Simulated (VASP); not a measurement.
# Co (P6_3/mmc) in VASP: single point with PBE

Aim: the single point of Co with PBE.

Everything below comes from runs of VASP 6.6.1. Logs are shortened: lines on timing, memory, paths and dates and some standing lists are left out, and cuts for length are marked.

**1. The structure**

It takes space group P6_3/mmc (No. 194, hexagonal). The conventional cell has a = 2.489 Å, b = 2.489 Å, c = 4.026 Å, α = 90.00°, β = 90.00°, γ = 120.00°. Around Co (site symmetry -6m2) lie 12 Co at 2.47 to 2.49 Å.

**2. Single point, PBE, collinear spin, ferromagnetic start**

Contents of INCAR:

```
  ALGO = Normal
  AMIX = 0.2
  AMIX_MAG = 0.8
  BMIX = 1E-4
  BMIX_MAG = 1E-4
  EDIFF = 1E-6
  ENCUT = 520
  GGA = PE
  ICORELEVEL = 1
  ISIF = 2
  ISMEAR = 1
  ISPIN = 2
  LASPH = T
  LCHARG = F
  LMAXMIX = 4
  LORBIT = 11
  LREAL = F
  LWAVE = F
  MAGMOM = 1.8 1.8
  NBANDS = 20
  NELM = 150
  PREC = Accurate
  SIGMA = 0.1
```

Contents of KPOINTS:

```
k-points
0
Gamma
  15 10 25
```

Contents of POSCAR:

```
Co
1.0
    2.4887480100      0.0000000000      0.0000000000
    0.0000000000      4.0261540000      0.0000000000
    1.2443740000      0.0000000000      2.1553189900
Co
2
Direct
    0.3333330000      0.7500000000      0.3333330000
    0.6666670000      0.2500000000      0.6666670000
```

Potentials or basis: VASP PAW PBE potentials, release 64 (Co).

Run with:

```sh
> cat potpaw_PBE.64/Co/POTCAR > POTCAR
> mpirun -np 1 vasp_std > vasp.out
```

OUTCAR:

```text
AMIX = 0.2
   AMIX_MAG = 0.8
   EDIFF = 1E-6
   ENCUT = 520
   GGA = PE
   ISIF = 2
   ISMEAR = 1
   ISPIN = 2
   LASPH = T
   LORBIT = 11
   LREAL = F
   NELM = 150
   PREC = Accurate

 ion  position               nearest neighbor table
   1  0.333  0.750  0.333-   2 2.47   2 2.47   2 2.47   2 2.47   2 2.47   2 2.47
   2  0.667  0.250  0.667-   1 2.47   1 2.47   1 2.47   1 2.47   1 2.47   1 2.47

  LATTYP: Found a hexagonal cell.
 ALAT       =     2.4887480036
 C/A-ratio  =     1.6177427342

  Lattice vectors:

 A1 = (  -1.2443740100,   0.0000000000,   2.1553189900)
 A2 = (   2.4887480100,   0.0000000000,   0.0000000000)
 A3 = (   0.0000000000,   4.0261540000,   0.0000000000)

Analysis of symmetry for initial positions (statically):
=====================================================================
 Subroutine PRICEL returns:
 Original cell was already a primitive cell.

 Routine SETGRP: Setting up the symmetry group for a
 hexagonal supercell.

 Subroutine GETGRP returns: Found 24 space group operations
 (whereof 12 operations were pure point group operations)
 out of a pool of 24 trial point group operations.

The static configuration has the point symmetry D_3d.
 The point group associated with its full space group is D_6h.

Analysis of symmetry for dynamics (positions and initial velocities):
=====================================================================
 Subroutine PRICEL returns:
 Original cell was already a primitive cell.

 Routine SETGRP: Setting up the symmetry group for a
 hexagonal supercell.

 Subroutine GETGRP returns: Found 24 space group operations
 (whereof 12 operations were pure point group operations)
 out of a pool of 24 trial point group operations.

The dynamic configuration has the point symmetry D_3d.
 The point group associated with its full space group is D_6h.

Analysis of structural, dynamic, and magnetic symmetry:
=====================================================================
 Subroutine PRICEL returns:
 Original cell was already a primitive cell.

 Routine SETGRP: Setting up the symmetry group for a
 hexagonal supercell.

 Subroutine GETGRP returns: Found 24 space group operations
 (whereof 12 operations were pure point group operations)
 out of a pool of 24 trial point group operations.

The overall configuration has the point symmetry D_3d.
 The point group associated with its full space group is D_6h.

 Subroutine INISYM returns: Found 24 space group operations
 (whereof 12 operations are pure point group operations),
 and found     1 'primitive' translations

----------------------------------------------------------------------------------------

                                     Primitive cell

  volume of cell :      21.5965

  direct lattice vectors                    reciprocal lattice vectors
     2.488748010  0.000000000  0.000000000     0.401808458  0.000000000 -0.231984222
     0.000000000  4.026154000  0.000000000     0.000000000  0.248375994  0.000000000
     1.244374000  0.000000000  2.155318990     0.000000000  0.000000000  0.463968445

  length of vectors
     2.488748010  4.026154000  2.488747999     0.463968443  0.248375994  0.463968445

  position of ions in fractional coordinates (direct lattice)
     0.333333000  0.750000000  0.333333000
     0.666667000  0.250000000  0.666667000

  ion indices of the primitive-cell ions
   primitive index   ion index
                 1           1
                 2           2

----------------------------------------------------------------------------------------

 KPOINTS: k-points

Automatic generation of k-mesh.
 Grid dimensions read from file:
 generate k-points for:   15   10   25

 Generating k-lattice:

  Cartesian coordinates                     Fractional coordinates (reciprocal lattice)
     0.026787231  0.000000000 -0.015465615     0.066666667  0.000000000  0.000000000
     0.000000000  0.024837599  0.000000000     0.000000000  0.100000000  0.000000000
     0.000000000  0.000000000  0.018558738     0.000000000  0.000000000  0.040000000

  Length of vectors
     0.030931230  0.024837599  0.018558738

  Shift w.r.t. Gamma in fractional coordinates (k-lattice)
[... 26 lines left out ...]

 Found    900 irreducible k-points:

 Following reciprocal coordinates:
            Coordinates               Weight
  0.000000  0.000000  0.000000      1.000000
  0.066667  0.000000  0.000000      2.000000
  0.133333  0.000000 -0.000000      2.000000
  0.200000  0.000000 -0.000000      6.000000
  0.266667  0.000000 -0.000000      2.000000
  0.333333  0.000000 -0.000000      2.000000
[... 16 lines left out ...]
  0.400000  0.200000 -0.000000     12.000000
  0.466667  0.200000  0.000000      4.000000
 [... further k-points ...]
   k-points           NKPTS =    900   k-points in BZ     NKDIM =    900   number of bands    NBANDS=     20
   number of dos      NEDOS =    301   number of ions     NIONS =      2
   total plane-waves  NPLWV =  12000
   dimension x,y,z NGX =    20 NGY =   30 NGZ =   20
   dimension x,y,z NGXF=    40 NGYF=   60 NGZF=   40
   ions per type =               2
   NGX,Y,Z   is equivalent  to a cutoff of  13.36, 12.39, 13.36 a.u.
   NGXF,Y,Z  is equivalent  to a cutoff of  26.72, 24.77, 26.72 a.u.
 SYSTEM =  unknown system
   PREC   = accura    normal or accurate (medium, high low for compatibility)
   ISTART =      0    job   : 0-new  1-cont  2-samecut
   ICHARG =      2    charge: 1-file 2-atom 10-const
   ISPIN  =      2    spin polarized calculation?
   LNONCOLLINEAR =      F non collinear calculations
   LSORBIT =      F    spin-orbit coupling
   LASPH  =      T    aspherical Exc in radial PAW
   ENCUT  =  520.0 eV  38.22 Ry    6.18 a.u.   4.63  7.49  4.63*2*pi/ulx,y,z
   NELM   =    150;   NELMIN=  2; NELMDL= -5     # of ELM steps
   EDIFF  = 0.1E-05   stopping-criterion for ELM
   LREAL  =      F    real-space projection
   EDIFFG = 0.1E-04   stopping-criterion for IOM
   NSW    =      0    number of steps for IOM
   IBRION =     -1    ionic relax: 0-MD 1-quasi-New 2-CG
   NFREE  =      0    steps in history (QN), initial steepest desc. (CG)
   ISIF   =      2    stress and relaxation
   ISYM   =      2    0-nonsym 1-usesym 2-fastsym
   POTIM  = 0.5000    time-step for ionic-motion
   TEBEG  =    0.0;   TEEND  =   0.0 temperature during run
   PSTRESS=    0.0 pullay stress
   NELECT =      18.0000    total number of electrons
   NUPDOWN=      -1.0000    fix difference up-down
   EMIN   =  10.00;   EMAX   =-10.00  energy-range for DOS
   EFERMI =   0.00;   METHOD = LEGACY
   ISMEAR =     1;   SIGMA  =   0.10  broadening in eV -4-tet -1-fermi 0-gaus
   EFERMI_NEDOS =   21; number of points for ismear=-14 and -15
   IALGO  =     38    algorithm
   IMIX   =      4    mixing-type and parameters
     AMIX     =   0.20;   BMIX     =  0.00
     AMIX_MAG =   0.80;   BMIX_MAG =  0.00
  volume/ion in A,a.u.               =      10.80        72.87
  Fermi-wavevector in a.u.,A,eV,Ry     =   1.540653  2.911411 32.294929  2.373610
  Thomas-Fermi vector in A             =   2.646709
   LORBIT       =     11    0 simple, 1 ext, 2 COOP (PROOUT), +10 PAW based schemes
   GGA     = PE    functional components
   LHFCALC =     F    Hartree Fock is set to
   AEXX    =    0.0000 exact exchange contribution
   IVDW    =     0    specifies the selected vdW correction
   LEPSILON=     F    determine dielectric tensor
   LRPA    =     F    only Hartree local field effects (RPA)
 spin polarized calculation
 Methfessel and Paxton  Order N= 1 SIGMA  =   0.10
  energy-cutoff  :      520.00
  volume of cell :       21.60
 maximum number of plane-waves:       594
   NGX =  9   NGY = 15   NGZ =  9

 number of electron      17.9999996 magnetization       3.2154592

 Free energy of the ion-electron system (eV)
  ---------------------------------------------------
  ext. energy  EPLUGINS =         0.00000000
  ---------------------------------------------------
  free energy    TOTEN  =       -14.07142534 eV

  energy without entropy =      -14.07158531  energy(sigma->0) =      -14.07147866

 the core state eigenenergies are
   1-  1s  -7575.5842  2s   -881.8505  2p   -752.8081  3s    -84.7233  3p    -47.9993

   2-  1s  -7575.5841  2s   -881.8505  2p   -752.8081  3s    -84.7233  3p    -47.9993

 E-fermi :  10.3160     XC(G=0): -13.4319

 val. band max:       10.3159694504   @ k =   0.3333   0.4000   0.2400
 cond. band min:      10.3171549406   @ k =   0.2000   0.0000  -0.0000
 fundamental gap:      0.0011854903
 Fermi energy:        10.3160260728

 spin component 1

 k-point     1 :       0.0000    0.0000    0.0000
  band No.  band energies     occupation
      1       1.3885      1.00000
      2       5.1719      1.00000
      3       7.7023      1.00000
      4       7.7250      1.00000
      5       7.7250      1.00000
      6       8.0383      1.00000
[... 541 lines left out ...]
     19      32.6217      0.00000
     20      33.0680      0.00000

 [... further k-points ...]

 spin component 2

 k-point     1 :       0.0000    0.0000    0.0000
  band No.  band energies     occupation
      1       1.3821      1.00000
      2       6.1118      1.00000
      3       9.3300      1.00000
      4       9.3596      1.00000
      5       9.3596      1.00000
      6       9.7269      1.00000
[... 541 lines left out ...]
     19      33.0534      0.00000
     20      33.3795      0.00000

 [... further k-points ...]

------------------------ aborting loop because EDIFF is reached ----------------------------------------

  FORCE on cell =-STRESS in cart. coord.  units (eV):
  Direction    XX          YY          ZZ          XY          YZ          ZX
  --------------------------------------------------------------------------------------
  -------------------------------------------------------------------------------------
  Total        0.0871495      0.0560099      0.0871495      0.0000000      0.0000000     -0.0000000
  in kB        6.4653551      4.1552060      6.4653550      0.0000000      0.0000000     -0.0000000
  external PRESSURE =       5.6953053 kB  Pullay stress =       0.0000000 kB

 VOLUME and BASIS-vectors are now :
 -----------------------------------------------------------------------------
  energy-cutoff  :      520.00
  volume of cell :       21.60
      direct lattice vectors                 reciprocal lattice vectors
     2.488748010  0.000000000  0.000000000     0.401808458  0.000000000 -0.231984222
     0.000000000  4.026154000  0.000000000     0.000000000  0.248375994  0.000000000
     1.244374000  0.000000000  2.155318990     0.000000000  0.000000000  0.463968445

 POSITION                                       TOTAL-FORCE (eV/Angst)
 -----------------------------------------------------------------------------------
      1.24437      3.01962      0.71844        -0.000000      0.000000      0.000000
      2.48875      1.00654      1.43688         0.000000      0.000000     -0.000000
 -----------------------------------------------------------------------------------
    total drift:                               -0.000026      0.000013      0.000014

  FREE ENERGIE OF THE ION-ELECTRON SYSTEM (eV)
  ---------------------------------------------------
  free  energy   TOTEN  =       -14.0714253383 eV

  energy  without entropy=      -14.0715853066  energy(sigma->0) =      -14.07147866

 total charge

# of ion       s       p       d       tot
------------------------------------------
    1        0.491   0.526   7.266   8.282
    2        0.491   0.526   7.266   8.282
--------------------------------------------------
tot          0.981   1.051  14.532  16.564

 magnetization (x)

# of ion       s       p       d       tot
------------------------------------------
    1       -0.015  -0.055   1.697   1.627
    2       -0.015  -0.055   1.697   1.627
--------------------------------------------------
tot         -0.030  -0.109   3.393   3.254
```

Wall time 18 min (1 thread of Intel Xeon Platinum 8175M at 2.50GHz (Skylake/Cascade Lake), shared host); peak memory 0.58 GiB.

What came out:

```yaml
Free_energy: -14.0714 eV
Pressure: 0.6 GPa
Band_gap_on_the_k_mesh: none (metal or under the smearing width)
Net_moment: 3.22 μB per cell
Site_moments: Co +1.63 μB
Valence_electrons_inside_the_program's_atomic_spheres: Co 8.28
```

Stress tensor (GPa, compression positive):
```
0.65 0.00 0.00
0.00 0.42 0.00
0.00 0.00 0.65
```

Core levels (eV, on the scale of the bands):
| atom | levels |
| --- | --- |
| 1 Co | 1s -7575.6, 2s -881.9, 2p -752.8, 3s -84.7, 3p -48.0 |
| 2 Co | 1s -7575.6, 2s -881.9, 2p -752.8, 3s -84.7, 3p -48.0 |
